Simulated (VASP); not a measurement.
# CaO (Fm-3m) in VASP: band structure with r2SCAN

Aim: the band structure of CaO with r2SCAN.

Everything below comes from runs of VASP 6.6.1. Logs are shortened: lines on timing, memory, paths and dates and some standing lists are left out, and cuts for length are marked.

## 1. The structure

Symmetry: Fm-3m, No. 225, cubic system. The conventional cell has a = 4.808 Å, b = 4.808 Å, c = 4.808 Å, α = 90.00°, β = 90.00°, γ = 90.00°. Around Ca (site symmetry m-3m) lie 6 O at 2.40 Å. O (site symmetry m-3m) has 6 Ca at 2.40 Å as nearest neighbours.

The cell was built by a generator and needn't be a form met in nature.

## 2. Band structure, r2SCAN

File INCAR:

```
PREC = Accurate
ENCUT = 520
EDIFF = 1E-6
ISMEAR = 0
SIGMA = 0.02
LREAL = False
LASPH = True
NELM = 80
ALGO = Normal
ISIF = 2
LWAVE = False
LCHARG = False
METAGGA = R2SCAN
LMIXTAU = True
NBANDS = 15
```

File KPOINTS:

```
Automatic mesh
0
Gamma
  10 10 10
```

File POSCAR:

```
CaO                                     
1.0
    0.0000000000      2.4038076630      2.4038076630
    2.4038076630     -0.0000000000      2.4038076630
    2.4038076630      2.4038076630      0.0000000000
  Ca              O             
     1     1
Direct
     0.0000000000000000    0.0000000000000000    0.0000000000000000
     0.5000000000000000    0.5000000000000000    0.5000000000000000
```

File KPOINTS_OPT:

```
path GXWKGLUWLK,UX
10
line-mode
reciprocal
 0.0000000000  0.0000000000  0.0000000000  G
 0.5000000000  0.0000000000  0.5000000000  X

 0.5000000000  0.0000000000  0.5000000000  X
 0.5000000000  0.2500000000  0.7500000000  W

 0.5000000000  0.2500000000  0.7500000000  W
 0.3750000000  0.3750000000  0.7500000000  K

 0.3750000000  0.3750000000  0.7500000000  K
 0.0000000000  0.0000000000  0.0000000000  G

 0.0000000000  0.0000000000  0.0000000000  G
 0.5000000000  0.5000000000  0.5000000000  L

 0.5000000000  0.5000000000  0.5000000000  L
 0.6250000000  0.2500000000  0.6250000000  U

 0.6250000000  0.2500000000  0.6250000000  U
 0.5000000000  0.2500000000  0.7500000000  W

 0.5000000000  0.2500000000  0.7500000000  W
 0.5000000000  0.5000000000  0.5000000000  L

 0.5000000000  0.5000000000  0.5000000000  L
 0.3750000000  0.3750000000  0.7500000000  K

 0.6250000000  0.2500000000  0.6250000000  U
 0.5000000000  0.0000000000  0.5000000000  X
```

Potentials or basis: VASP PAW PBE potentials, release 64 (Ca_sv, O).

Started as:

```
> cat potpaw_PBE.64/Ca_sv/POTCAR potpaw_PBE.64/O/POTCAR > POTCAR
> mpirun -np 1 vasp_std > vasp.out
```

OUTCAR:

```text
PREC = Accurate
   ENCUT = 520
   EDIFF = 1E-6
   ISMEAR = 0
   LREAL = False
   LASPH = True
   NELM = 80
   ISIF = 2
   METAGGA = R2SCAN

 ion  position               nearest neighbor table
   1  0.000  0.000  0.000-   2 2.40   2 2.40   2 2.40   2 2.40   2 2.40   2 2.40
   2  0.500  0.500  0.500-   1 2.40   1 2.40   1 2.40   1 2.40   1 2.40   1 2.40

  LATTYP: Found a face centered cubic cell.
 ALAT       =     4.8076153260

  Lattice vectors:

 A1 = (   0.0000000000,   2.4038076630,   2.4038076630)
 A2 = (   2.4038076630,   0.0000000000,   2.4038076630)
 A3 = (   2.4038076630,   2.4038076630,   0.0000000000)

Analysis of symmetry for initial positions (statically):
=====================================================================
 Subroutine PRICEL returns:
 Original cell was already a primitive cell.

 Routine SETGRP: Setting up the symmetry group for a
 face centered cubic supercell.

 Subroutine GETGRP returns: Found 48 space group operations
 (whereof 48 operations were pure point group operations)
 out of a pool of 48 trial point group operations.

The static configuration has the point symmetry O_h .

Analysis of symmetry for dynamics (positions and initial velocities):
=====================================================================
 Subroutine PRICEL returns:
 Original cell was already a primitive cell.

 Routine SETGRP: Setting up the symmetry group for a
 face centered cubic supercell.

 Subroutine GETGRP returns: Found 48 space group operations
 (whereof 48 operations were pure point group operations)
 out of a pool of 48 trial point group operations.

The dynamic configuration has the point symmetry O_h .

 Subroutine INISYM returns: Found 48 space group operations
 (whereof 48 operations are pure point group operations),
 and found     1 'primitive' translations

----------------------------------------------------------------------------------------

                                     Primitive cell

  volume of cell :      27.7798

  direct lattice vectors                    reciprocal lattice vectors
     0.000000000  2.403807663  2.403807663    -0.208003331  0.208003331  0.208003331
     2.403807663  0.000000000  2.403807663     0.208003331 -0.208003331  0.208003331
     2.403807663  2.403807663  0.000000000     0.208003331  0.208003331 -0.208003331

  length of vectors
     3.399497398  3.399497398  3.399497398     0.360272337  0.360272337  0.360272337

  position of ions in fractional coordinates (direct lattice)
     0.000000000  0.000000000  0.000000000
     0.500000000  0.500000000  0.500000000

  ion indices of the primitive-cell ions
   primitive index   ion index
                 1           1
                 2           2

----------------------------------------------------------------------------------------

 KPOINTS: Automatic mesh

Automatic generation of k-mesh.
 Grid dimensions read from file:
 generate k-points for:   10   10   10

 Generating k-lattice:

  Cartesian coordinates                     Fractional coordinates (reciprocal lattice)
    -0.020800333  0.020800333  0.020800333     0.100000000  0.000000000  0.000000000
     0.020800333 -0.020800333  0.020800333     0.000000000  0.100000000  0.000000000
     0.020800333  0.020800333 -0.020800333     0.000000000  0.000000000  0.100000000

  Length of vectors
     0.036027234  0.036027234  0.036027234

  Shift w.r.t. Gamma in fractional coordinates (k-lattice)
     0.000000000  0.000000000  0.000000000

 Subroutine IBZKPT returns following result:
 ===========================================

 Found     47 irreducible k-points:

 Following reciprocal coordinates:
            Coordinates               Weight
  0.000000  0.000000  0.000000      1.000000
  0.100000  0.000000  0.000000      8.000000
  0.200000  0.000000  0.000000      8.000000
  0.300000  0.000000  0.000000      8.000000
  0.400000  0.000000  0.000000      8.000000
  0.500000  0.000000  0.000000      4.000000
[... 16 lines left out ...]
  0.300000  0.300000  0.000000      6.000000
  0.400000  0.300000  0.000000     24.000000
 [... further k-points ...]
   k-points           NKPTS =     47   k-points in BZ     NKDIM =     47   number of bands    NBANDS=     15
   number of dos      NEDOS =    301   number of ions     NIONS =      2
   total plane-waves  NPLWV =  21952
   dimension x,y,z NGX =    28 NGY =   28 NGZ =   28
   dimension x,y,z NGXF=    56 NGYF=   56 NGZF=   56
   ions per type =               1   1
   NGX,Y,Z   is equivalent  to a cutoff of  13.69, 13.69, 13.69 a.u.
   NGXF,Y,Z  is equivalent  to a cutoff of  27.39, 27.39, 27.39 a.u.
 SYSTEM =  unknown system
   PREC   = accura    normal or accurate (medium, high low for compatibility)
   ISTART =      0    job   : 0-new  1-cont  2-samecut
   ICHARG =      2    charge: 1-file 2-atom 10-const
   ISPIN  =      1    spin polarized calculation?
   LNONCOLLINEAR =      F non collinear calculations
   LSORBIT =      F    spin-orbit coupling
   LASPH  =      T    aspherical Exc in radial PAW
   ENCUT  =  520.0 eV  38.22 Ry    6.18 a.u.   6.32  6.32  6.32*2*pi/ulx,y,z
   NELM   =     80;   NELMIN=  2; NELMDL= -5     # of ELM steps
   EDIFF  = 0.1E-05   stopping-criterion for ELM
   LREAL  =      F    real-space projection
   EDIFFG = 0.1E-04   stopping-criterion for IOM
   NSW    =      0    number of steps for IOM
   IBRION =     -1    ionic relax: 0-MD 1-quasi-New 2-CG
   NFREE  =      0    steps in history (QN), initial steepest desc. (CG)
   ISIF   =      2    stress and relaxation
   ISYM   =      2    0-nonsym 1-usesym 2-fastsym
   POTIM  = 0.5000    time-step for ionic-motion
   TEBEG  =    0.0;   TEEND  =   0.0 temperature during run
   PSTRESS=    0.0 pullay stress
   NELECT =      16.0000    total number of electrons
   NUPDOWN=      -1.0000    fix difference up-down
   EMIN   =  10.00;   EMAX   =-10.00  energy-range for DOS
   EFERMI =   0.00;   METHOD = LEGACY
   ISMEAR =     0;   SIGMA  =   0.02  broadening in eV -4-tet -1-fermi 0-gaus
   EFERMI_NEDOS =   21; number of points for ismear=-14 and -15
   IALGO  =     38    algorithm
   IMIX   =      4    mixing-type and parameters
     AMIX     =   0.40;   BMIX     =  1.00
     AMIX_MAG =   1.60;   BMIX_MAG =  1.00
  volume/ion in A,a.u.               =      13.89        93.73
  Fermi-wavevector in a.u.,A,eV,Ry     =   1.362088  2.573973 25.242661  1.855283
  Thomas-Fermi vector in A             =   2.488608
   LORBIT       =      0    0 simple, 1 ext, 2 COOP (PROOUT), +10 PAW based schemes
   METAGGA = R2SCAN    functional components
   LHFCALC =     F    Hartree Fock is set to
   AEXX    =    0.0000 exact exchange contribution
   IVDW    =     0    specifies the selected vdW correction
   LEPSILON=     F    determine dielectric tensor
   LRPA    =     F    only Hartree local field effects (RPA)
 non-spin polarized calculation
 Gauss-broadening in eV      SIGMA  =   0.02
  energy-cutoff  :      520.00
  volume of cell :       27.78
 maximum number of plane-waves:       763
 NGX is ok and might be reduce to    28
   NGX = 13   NGY = 13   NGZ = 13

 number of electron      15.9999997 magnetization

 Free energy of the ion-electron system (eV)
  ---------------------------------------------------
  ext. energy  EPLUGINS =         0.00000000
  ---------------------------------------------------
  free energy    TOTEN  =       -19.45411953 eV

  energy without entropy =      -19.45411953  energy(sigma->0) =      -19.45411953

 E-fermi :   2.2119     XC(G=0): -11.0705

 val. band max:        2.0106744652   @ k =   0.0000   0.0000   0.0000
 cond. band min:       6.1997970677   @ k =   0.5000   0.5000   0.0000
 fundamental gap:      4.1891226024
 Fermi energy:         2.2118953622

 k-point     1 :       0.0000    0.0000    0.0000
  band No.  band energies     occupation
      1     -37.0487      2.00000
      2     -16.9410      2.00000
      3     -16.9410      2.00000
      4     -16.9410      2.00000
      5     -14.4611      2.00000
      6       2.0107      2.00000
      7       2.0107      2.00000
      8       2.0107      2.00000
      9       7.4330      0.00000
     10       8.8618      0.00000
     11       8.8619      0.00000
     12       8.8619      0.00000
     13      10.4562      0.00000
     14      10.4562      0.00000
     15      17.7780      0.00000

 k-point     2 :       0.1000    0.0000    0.0000
  band No.  band energies     occupation
      1     -37.0391      2.00000
      2     -17.1014      2.00000
      3     -16.9459      2.00000
      4     -16.9459      2.00000
      5     -14.2948      2.00000
      6       1.6655      2.00000
      7       1.8740      2.00000
      8       1.8741      2.00000
      9       7.8863      0.00000
     10       8.8246      0.00000
     11       9.0370      0.00000
     12       9.0370      0.00000
     13      10.6994      0.00000
     14      10.6994      0.00000
     15      18.1898      0.00000

 k-point     3 :       0.2000    0.0000    0.0000
  band No.  band energies     occupation
      1     -37.0139      2.00000
      2     -17.4528      2.00000
      3     -16.9586      2.00000
      4     -16.9586      2.00000
      5     -13.9271      2.00000
      6       0.9107      2.00000
      7       1.5441      2.00000
      8       1.5441      2.00000
      9       8.7676      0.00000
     10       9.0195      0.00000
     11       9.5213      0.00000
     12       9.5214      0.00000
     13      11.3327      0.00000
     14      11.3327      0.00000
     15      18.8121      0.00000

 k-point     4 :       0.3000    0.0000    0.0000
  band No.  band energies     occupation
      1     -36.9826      2.00000
      2     -17.8074      2.00000
      3     -16.9742      2.00000
      4     -16.9742      2.00000
      5     -13.5504      2.00000
      6       0.1439      2.00000
      7       1.1797      2.00000
      8       1.1797      2.00000
      9       9.0404      0.00000
     10      10.1568      0.00000
     11      10.1877      0.00000
     12      10.1878      0.00000
     13      12.1401      0.00000
     14      12.1401      0.00000
     15      18.4120      0.00000
[... 307 lines left out ...]
 k-point    22 :      -0.2000    0.2000    0.0000
  band No.  band energies     occupation
      1     -36.9723      2.00000
      2     -17.7449      2.00000
      3     -17.1151      2.00000
      4     -16.9636      2.00000
      5     -13.5790      2.00000
      6       0.1370      2.00000
      7       1.0266      2.00000
      8       1.4079      2.00000
      9       8.7769      0.00000
     10       9.8833      0.00000
     11       9.9934      0.00000
     12      10.8443      0.00000
     13      12.4031      0.00000
     14      12.6588      0.00000
     15      18.8073      0.00000

 k-point    23 :       0.3000    0.3000    0.0000
  band No.  band energies     occupation
      1     -36.9624      2.00000
      2     -17.5615      2.00000
      3     -17.0889      2.00000
      4     -17.0888      2.00000
      5     -13.9084      2.00000
      6       0.2855      2.00000
      7       1.6719      2.00000
      8       1.6719      2.00000
      9       6.9212      0.00000
     10       9.8137      0.00000
     11      11.1935      0.00000
     12      11.2680      0.00000
     13      11.2680      0.00000
     14      13.2329      0.00000
     15      20.3673      0.00000

 k-point    24 :       0.4000    0.3000    0.0000
  band No.  band energies     occupation
      1     -36.9429      2.00000
      2     -17.6174      2.00000
      3     -17.1387      2.00000
      4     -17.1113      2.00000
      5     -13.9180      2.00000
      6       0.3467      2.00000
      7       1.4645      2.00000
      8       1.5599      2.00000
      9       6.8812      0.00000
     10      10.3853      0.00000
     11      11.5132      0.00000
     12      11.5679      0.00000
     13      11.7095      0.00000
     14      13.6451      0.00000
     15      18.6734      0.00000

 [... further k-points ...]
[... 5 lines left out ...]
  --------------------------------------------------------------------------------------
  -------------------------------------------------------------------------------------
  Total        0.0219873      0.0219873      0.0219873     -0.0000000      0.0000000     -0.0000000
  in kB        1.2680988      1.2680988      1.2680988     -0.0000000      0.0000000     -0.0000000
  external PRESSURE =       1.2680988 kB  Pullay stress =       0.0000000 kB

 VOLUME and BASIS-vectors are now :
 -----------------------------------------------------------------------------
  energy-cutoff  :      520.00
  volume of cell :       27.78
      direct lattice vectors                 reciprocal lattice vectors
     0.000000000  2.403807663  2.403807663    -0.208003331  0.208003331  0.208003331
     2.403807663  0.000000000  2.403807663     0.208003331 -0.208003331  0.208003331
     2.403807663  2.403807663  0.000000000     0.208003331  0.208003331 -0.208003331

 POSITION                                       TOTAL-FORCE (eV/Angst)
 -----------------------------------------------------------------------------------
      0.00000      0.00000      0.00000        -0.000000     -0.000000     -0.000000
      2.40381      2.40381      2.40381         0.000000      0.000000      0.000000
 -----------------------------------------------------------------------------------
    total drift:                                0.000000      0.000000      0.000000

  FREE ENERGIE OF THE ION-ELECTRON SYSTEM (eV)
  ---------------------------------------------------
  free  energy   TOTEN  =       -19.4541195306 eV

  energy  without entropy=      -19.4541195306  energy(sigma->0) =      -19.45411953
```

It took 2.7 min on 1 thread of Intel Xeon Platinum 8488C (Sapphire Rapids), shared host; peak memory 0.19 GiB.

Results:

```
Free energy             : -19.4541 eV
Pressure                : 0.1 GPa
Band gap on the k mesh  : 4.19 eV, indirect (least direct gap 4.56 eV)
Band gap along the path : 4.19 eV, indirect (least direct gap 4.56 eV)
```

Levels at the corners of the path, in eV from the valence-band top:
```tsv
point	band 4	band 5	band 6	band 7	band 8	band 9	band 10	band 11	band 12	band 13
Γ	-18.95	-16.47	0.00	0.00	0.00	5.42	6.85	6.85	6.85	8.45
X	-19.18	-16.25	-1.29	-0.37	-0.37	4.19	8.76	9.63	10.23	10.23
X	-19.18	-16.25	-1.29	-0.37	-0.37	4.19	8.76	9.63	10.23	10.23
W	-19.36	-15.81	-1.28	-1.04	-1.04	6.93	6.93	9.10	10.24	10.74
W	-19.36	-15.81	-1.28	-1.04	-1.04	6.93	6.93	9.10	10.24	10.74
K	-19.11	-15.84	-1.32	-1.20	-0.78	5.71	8.67	9.28	9.74	10.48
K	-19.11	-15.84	-1.32	-1.20	-0.78	5.71	8.67	9.28	9.74	10.48
Γ	-18.95	-16.47	0.00	0.00	0.00	5.42	6.85	6.85	6.85	8.45
Γ	-18.95	-16.47	0.00	0.00	0.00	5.42	6.85	6.85	6.85	8.45
L	-19.00	-15.20	-2.60	-1.20	-1.20	7.69	9.04	9.04	9.21	11.19
L	-19.00	-15.20	-2.60	-1.20	-1.20	7.69	9.04	9.04	9.21	11.19
U	-19.11	-15.84	-1.32	-1.20	-0.78	5.71	8.67	9.28	9.74	10.48
U	-19.11	-15.84	-1.32	-1.20	-0.78	5.71	8.67	9.28	9.74	10.48
W	-19.36	-15.81	-1.28	-1.04	-1.04	6.93	6.93	9.10	10.24	10.74
W	-19.36	-15.81	-1.28	-1.04	-1.04	6.93	6.93	9.10	10.24	10.74
L	-19.00	-15.20	-2.60	-1.20	-1.20	7.69	9.04	9.04	9.21	11.19
L	-19.00	-15.20	-2.60	-1.20	-1.20	7.69	9.04	9.04	9.21	11.19
K	-19.11	-15.84	-1.32	-1.20	-0.78	5.71	8.67	9.28	9.74	10.48
U	-19.11	-15.84	-1.32	-1.20	-0.78	5.71	8.67	9.28	9.74	10.48
X	-19.18	-16.25	-1.29	-0.37	-0.37	4.19	8.76	9.63	10.23	10.23
```

Caveat: the PAW data sets were made with another functional, which shifts forces and pressure a little.
